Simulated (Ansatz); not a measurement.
Steps from a short run of molecular dynamics on a 2×2×2 supercell (16 atoms) of SrO (Fm-3m), relaxed with r2SCAN; forces from r2SCAN in the plane-wave code Ansatz, 2×2×2 mesh, Fermi-Dirac smearing of 0.086 eV, Langevin thermostat and barostat (NPT), set at 1000 K. Classical nuclei, no spin polarisation; a few dozen steps show the first response, not equilibrium.

Question: At 30 fs the positions in Å are
```
cell (Å): 0.000 5.166 5.166; 5.166 0.000 5.166; 5.166 5.166 0.000
Sr   2.631   2.722   2.639
O   -0.097   0.037   0.143
Sr   5.190   5.207   2.500
O    2.610   2.450   0.381
Sr   5.155   2.563   5.101
O    2.514  -0.123   2.469
Sr   7.770   5.168   5.219
O    5.296   2.477   2.507
Sr   2.652   5.140   5.263
O    0.015   2.551   2.461
Sr   5.194   7.651   5.187
O    2.464   5.029   2.754
Sr   5.171   5.221   7.827
O    2.476   2.462   5.155
Sr   7.639   7.730   7.711
O    5.004   5.145   5.020
```
What are the forces, and how far does the free energy (smearing included) lie above that of step 0, with the atoms on their sites?

Answer: 81.5 meV an atom; forces in eV/Å:
```
cell (Å), as above: 0.000 5.166 5.166; 5.166 0.000 5.166; 5.166 5.166 0.000
Sr  -0.519  -1.227   0.344
O   -0.174  -0.219  -1.198
Sr   0.079   0.231   0.682
O   -0.127   0.626  -2.070
Sr   0.317   0.232   0.946
O    0.353  -0.123   1.325
Sr  -0.388  -0.487  -0.268
O   -0.627   0.260   0.421
Sr  -0.678   0.230  -0.320
O   -0.353   0.262   0.453
Sr  -0.602   0.330  -0.552
O    0.142   1.222  -0.789
Sr  -0.407  -1.116  -0.204
O    0.517  -0.062   0.488
Sr   1.368  -0.007   0.192
O    1.099  -0.151   0.549
```

Question: At 66 fs the positions in Å are
```
cell (Å): 0.000 5.187 5.187; 5.187 0.000 5.187; 5.187 5.187 0.000
Sr   2.569   2.825   2.696
O   -0.059  -0.157  -0.037
Sr   5.178   5.200   2.466
O    2.434   2.453   0.118
Sr   5.233   2.560   5.228
O    2.662  -0.335   2.664
Sr   7.752   5.128   5.155
O    5.029   2.502   2.612
Sr   2.652   5.110   5.333
O   -0.070   2.577   2.682
Sr   5.225   7.616   5.213
O    2.563   5.322   2.562
Sr   5.186   5.220   7.850
O    2.748   2.390   5.234
Sr   7.650   7.777   7.741
O    5.137   5.070   5.032
```
What are the forces, and how far does the free energy (smearing included) lie above that of step 0, with the atoms on their sites?

Answer: 68.2 meV an atom; forces in eV/Å:
```
cell (Å), as above: 0.000 5.187 5.187; 5.187 0.000 5.187; 5.187 5.187 0.000
Sr   0.052  -0.794  -0.319
O    0.497  -0.024   0.254
Sr  -0.227   0.136   0.653
O    0.793   0.019   0.206
Sr  -0.491  -0.066  -0.037
O   -0.435   1.690  -0.449
Sr   0.281  -0.271  -0.141
O    0.317   0.336  -0.282
Sr  -0.090   0.481  -0.479
O    0.577  -0.167  -0.139
Sr  -0.720   0.431  -0.438
O   -0.008  -1.094   0.176
Sr  -0.413  -0.597   0.202
O   -1.037   0.716  -0.296
Sr   0.792  -1.104   0.627
O    0.111   0.307   0.461
```
